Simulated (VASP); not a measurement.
Crystal: W2C.

```
W C
1.0
     3.07005    0.00000    0.00000
    -1.53502    2.65874    0.00000
     0.00000    0.00000    4.67843
W C
2 1
Direct
  0.66667 0.33333 0.25367
  0.33333 0.66667 0.74633
  0.00000 0.00000 0.00000
```

The cell comes from a database or a generator and needn't be the stable form of this composition.

* Program: VASP 6.6.1
* Task: single point
* Functional: PBE
* Potentials or basis: VASP PAW PBE potentials, release 64 (W_sv, C)
* Cutoff: 520 eV
* k mesh: 10 × 10 × 6
* Occupations: fermi-dirac, width 0.05 eV
* Spin: no spin polarisation

On this cell: pressure -1.0 GPa; largest force 0.054 eV/Å; band gap on the k mesh none (metal or under the smearing width).

The same run follows on a disturbed copy (atoms moved at random, drawn with an rms of 0.05 Å):

```xyz
3
Lattice="3.0700 0.0000 0.0000 -1.5350 2.6587 0.0000 0.0000 0.0000 4.6784" Properties=species:S:1:pos:R:3 pbc="T T T"
W     1.5441    0.9189    1.1592
W    -0.0325    1.7448    3.4786
C    -0.0060    0.0098   -0.0064
```

Task: What does the disturbed cell give?

Result: The energy (extrapolated to zero smearing) moves by +4.8 meV/atom; pressure -0.2 GPa; largest force 0.487 eV/Å; band gap on the k mesh none (metal or under the smearing width).

Forces on the atoms (eV/Å):
```
W   -0.120 -0.234  0.410
W    0.190  0.346 -0.189
C   -0.070 -0.112 -0.221
```

Stress tensor (GPa, compression positive):
```
-1.48 -0.53 -1.22
-0.53  0.37 -2.05
-1.22 -2.05  0.53
```
